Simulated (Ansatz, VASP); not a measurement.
# Pd: VASP beside Ansatz

```
Pd
1.0
     0.00000    1.97155    1.89268
     1.97155    0.00000    1.89268
     1.97155    1.97155    0.00000
Pd
1
Direct
  0.00000 0.00000 0.00000
```

Alike in both runs: task single point; functional PBE; k mesh 24 × 24 × 24; occupations gaussian, width 0.15 eV; no spin polarisation.

```csv
,VASP,Ansatz
version,VASP 6.6.1,Ansatz 0.2.0
potentials or method,"VASP PAW PBE potentials, release 64 (Pd)","scalar-relativistic, plane waves, PAW"
plane-wave cutoff (eV),520,420
valence electrons in the cell,10,18
```

|  | VASP | Ansatz | Ansatz less VASP |
| --- | --- | --- | --- |
| gap on the k mesh at the Fermi level (eV) | none | none | - |
| pressure (GPa) | 7.5 | 7.8 | +0.27 |
| largest component of the traceless stress (GPa) | 1.30 | 1.31 | +0.012 |

A gap of «none» marks a metal or a gap that the smearing closes. The two sets of potentials don't hold the same shells in valence.
